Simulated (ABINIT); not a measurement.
Here is an ABINIT 10.8.3 (patched build) calculation.

Contents of run.abi:

```
# Datasets
ndtset 2

# Pseudopotentials
pp_dirpath "./"
pseudos "Ru.GGA_PBE-ansatz.xml, Al.GGA_PBE-ansatz.xml"

# Structure
acell 5.6179649629 5.6179649629 5.6179649629
rprim
     1.0000000000     0.0000000000     0.0000000000
     0.0000000000     1.0000000000     0.0000000000
     0.0000000000     0.0000000000     1.0000000000
ntypat 2
znucl 44 13
natom 2
typat 1 2
chkprim 0
chksymtnons 0
tolsym 1.0e-6
xred
            1/2            1/2            1/2
            0.0            0.0            0.0

# Plane-wave basis
ecut 15.4
pawecutdg 30.8
pawxcdev 0
pawovlp 30
ecutsm 0.5

# k points
ngkpt 12 12 12
nshiftk 1
shiftk 0.0 0.0 0.0

# Exchange and correlation
ixc 11
vdw_xc 6

# Bands and occupations
nband 18
occopt 6
tsmear 0.1 eV

# SCF cycle
nstep 80
diemix 0.5
nline 3

# Output
prteig 0
prtebands 0
prtwf 0
prtden 0
prtpot 0

# Dataset 1: ground state
kptopt1 1
tolvrs1 1.0e-11
prtwf1 1
tolwfr1 1.0e-14
nbdbuf1 4
nline1 6

# Dataset 2: response at q = 0 to atomic displacements
rfphon2 1
rfatpol2 1 2
rfdir2 1 1 1
getwfk2 1
kptopt2 2
nqpt2 1
qpt2 0.0 0.0 0.0
tolvrs2 1.0e-7
```

Contents of mrgddb.in:

```
merged_DDB
AlRu
2
runo_DS1_DDB
runo_DS2_DDB
```

Contents of anaddb.abi:

```
ddb_filepath "merged_DDB"
output_file "anaddb.abo"
outdata_prefix "ana"
asr 2
chneut 0
dipdip 0
dieflag 0
enunit 0
eivec 1
nph1l 1
qph1l 0.0 0.0 0.0 1.0
```

Potentials or basis: Ansatz PAW PBE default generated set, frozen core.

The run is started by

```bash
$ abinit run.abi > log 2>&1
$ mrgddb < mrgddb.in > mrgddb.log 2>&1
$ anaddb anaddb.abi > anaddb.log 2>&1
```

Question: What does it give for the highest phonon frequency at Γ?

Answer: 324 cm⁻¹.

Question: What does it give for the band gap on the k mesh?

Answer: None (metal or under the smearing width).

Phonon frequencies in cm⁻¹ (negative: imaginary):
```csv
q point,frequencies
"(0.000, 0.000, 0.000)",0 0 0 324 324 324
```

Caveat: the atomic spheres overlap.
